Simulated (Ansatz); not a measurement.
# What a trial cell of Ge relaxes into

Method: Ansatz, DFT r2SCAN, scalar-relativistic, plane waves, PAW. Cutoff 500 eV, Γ-centred k mesh, Gaussian smearing, no spin polarisation in the final step.

Ge was placed on the black phosphorus structure type (Cmce, No. 64), at a guessed volume.

```
Ge
1.0
     1.78539   -5.66363    0.00000
     1.78539    5.66363    0.00000
     0.00000    0.00000    4.72509
Ge
4
Direct
  0.09800 0.90200 0.91000
  0.59800 0.40200 0.59000
  0.90200 0.09800 0.09000
  0.40200 0.59800 0.41000
```

Cell and atoms relax at zero pressure; the relaxation can't lower the symmetry of the start. After a coarse first stage the cell is made exact in the group found at 0.06 Å.

Energies count from the standard state of Ge at the same level.

(1) Describe the relaxed structure.

(2) What are its volume, energy, density and gap?

Answers

(1) It keeps Cmce (No. 64), but not the shape of the type it started on. Conventional cell: a = 3.623 Å, b = 7.234 Å, c = 6.356 Å. Ge is coordinated by 5 Ge at 2.50–2.69 Å.

```cif
data_structure
_symmetry_space_group_name_H-M 'Cmce'
_symmetry_Int_Tables_number 64
_cell_length_a 3.6229
_cell_length_b 7.2338
_cell_length_c 6.3561
_cell_angle_alpha 90.000
_cell_angle_beta 90.000
_cell_angle_gamma 90.000
_cell_volume 166.57
loop_
_atom_site_label
_atom_site_type_symbol
_atom_site_symmetry_multiplicity
_atom_site_Wyckoff_symbol
_atom_site_fract_x
_atom_site_fract_y
_atom_site_fract_z
_atom_site_occupancy
Ge1 Ge 8 f 0.00000 0.34800 0.40658 1
```

(2) The volume per atom is 20.82 Å³ and the density is 5.79 g/cm³. The energy over the standard structure is 0.31 eV/atom. The gap on the 14×14×8 mesh is 0 eV (a metal).

The final run used a 14×14×8 mesh on its 4-atom cell and 0.10 eV smearing. For metals, differences of a few meV/atom aren't resolved. A structure relaxed within its symmetry needn't be a true minimum.